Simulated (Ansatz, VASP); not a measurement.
## Ca in VASP and in Ansatz

```
Ca
1.0
     3.82713    0.00000    0.00000
    -1.91356    3.31439    0.00000
     0.00000    0.00000    6.31164
Ca
2
Direct
  0.33333 0.66667 0.25000
  0.66667 0.33333 0.75000
```

Alike in both runs: functional PBEsol; k mesh 12 × 12 × 6; occupations fermi-dirac, width 0.08 eV; no spin polarisation.

Ansatz relaxed the structure, and its values are those at the end. VASP's run is a single point on that final structure, the one shown.

|  | VASP | Ansatz |
| --- | --- | --- |
| version | VASP 6.6.1 | Ansatz 0.2.0 |
| potentials or method | VASP PAW PBE potentials, release 64 (Ca_sv) | PAW with Ansatz's default frozen-core files, scalar-relativistic |
| plane-wave cutoff (eV) | 520 | 420 |
| valence electrons in the cell | 20 | 20 |

|  | VASP | Ansatz | Ansatz less VASP |
| --- | --- | --- | --- |
| pressure (GPa) | 0.4 | 0.4 | -0.01 |

With one functional, cell and mesh, what is left measures potentials, basis and numerics.

Caveats: the PAW data sets were made with another functional, which shifts forces and pressure a little (VASP).
